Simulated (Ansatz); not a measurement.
The elements of this relaxed trial crystal are hidden behind letters.

```
lattice vectors (Å)
   3.2940    0.0000    0.0000
   0.0000    3.2940    0.0000
   0.0000    0.0000    5.7637
fractional positions
X 0.5000 0.5000 0.0000
Z 0.0000 0.0000 0.2631
Z 0.0000 0.0000 0.7369
```

Method: DFT PBE, scalar-relativistic, plane waves, PAW in Ansatz 0.2.0. Cutoff 420 eV, Γ-centred 14×14×8 mesh (3-atom cell), Gaussian smearing of 0.10 eV, no spin polarisation.

```
Space group                                : P4/mmm (No. 123)
Conventional cell                          : a = 3.294 Å, c = 5.764 Å
Volume per atom                            : 20.85 Å³
Density                                    : 9.37 g/cm³
Formation energy                           : +0.29 eV/atom
Gap on the 14×14×8 mesh of the 3-atom cell : 0 eV (a metal)
```

Energies are uncorrected and count from the elements' standard states at the same level.

Task: X is a d-block element of period 6 and Z is a p-block element of period 4. Which elements are they?

Result: X = Pt, Z = Se, so the formula is PtSe2. Density times volume gives a mean mass of 9.37 × 20.85/1.6605 = 117.7 u per atom, and this set has 117.7 u. Among the elements that the hints allow, noble gases aside, only these give it. Pt has 8 Se at 2.78 Å and 4 Pt at 3.29 Å; Se has 1 Se at 2.73 Å, 4 Pt at 2.78 Å, 1 Se at 3.03 Å and 4 Se at 3.29 Å.

These runs have no spin–orbit coupling, which can matter for Pt. A structure relaxed within its symmetry needn't be a true minimum. Another cell of PtSe2 relaxed alike, in P-3m1 (a cell as deposited in COD), lies 0.69 eV/atom lower, so this cell isn't the stable form at this level.
